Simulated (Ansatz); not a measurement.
EuS:

```xyz
2
Lattice="0.0000 2.9785 2.9785 2.9785 0.0000 2.9785 2.9785 2.9785 0.0000" Properties=species:S:1:pos:R:3 pbc="T T T"
Eu    0.0000    0.0000    0.0000
S     2.9785    2.9785    2.9785
```

Base run:

| Property | Result |
| --- | --- |
| Program | Ansatz 0.2.0 |
| Functional | PBEsol |
| Potentials or basis | all-electron LAPW, scalar-relativistic |
| Cutoff | 207 eV (chosen from the basis error) |
| Basis error allowed | 0.001 eV/atom |
| k mesh | 8 × 8 × 8 |
| Occupations | fermi-dirac, width 0.05 eV |
| Spin | collinear spin, ferromagnetic start |
| Starting moments | [7.0, 0.0] μB |

Its results: pressure -5.4 GPa; net moment 6.98 μB per cell; site moments Eu +6.91; S -0.07 μB.

Task: The run is repeated on the same cell with these changes: functional from PBEsol to BLYP. What comes out?

Result: Pressure 0.8 GPa; net moment 6.98 μB per cell; site moments Eu +6.91; S -0.04 μB.

BLYP binds less tightly than PBEsol, so the same cell stands under more pressure.

Caveats: an open f shell can end in a state above the lowest; a cell with one magnetic atom can't hold antiferromagnetic order, which such compounds often take.
